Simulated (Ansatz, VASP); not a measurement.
**Au in VASP and in Ansatz**

```
Au
1.0
     0.00000    2.03500    2.03500
     2.03500    0.00000    2.03500
     2.03500    2.03500    0.00000
Au
1
Direct
  0.00000 0.00000 0.00000
```

Alike in both runs: task relaxation of cell and atoms; functional RPBE; k mesh 11 × 11 × 11; occupations fermi-dirac, width 0.05 eV; no spin polarisation.

```csv
,VASP,Ansatz
version,VASP 6.6.1,Ansatz 0.2.0
potentials or method,"VASP PAW PBE potentials, release 64 (Au)",Ansatz PAW
plane-wave cutoff (eV),600,420
valence electrons in the cell,11,19
```

```tsv
	VASP	Ansatz	Ansatz less VASP
relaxed volume (Å³/atom)	18.47	18.49	+0.017
relaxed cell length with the largest relative difference (Å)	2.967	2.968	+0.0009
energy change over the relaxation (meV/atom)	-66	-68	-2.1
```

The two sets of potentials don't hold the same shells in valence.

Caveats: the PAW data sets were made with another functional, which shifts forces and pressure a little (VASP); the plane-wave basis is chosen anew once the cell has moved, so the energies of steps on either side of that aren't comparable (Ansatz); the PAW data sets come from PBE, with cores solved anew for the run's functional, which leaves a small shift of forces and pressure (Ansatz). RPBE and its kin give volumes clearly too large for solids. Zero-point motion and thermal expansion aren't in these numbers.
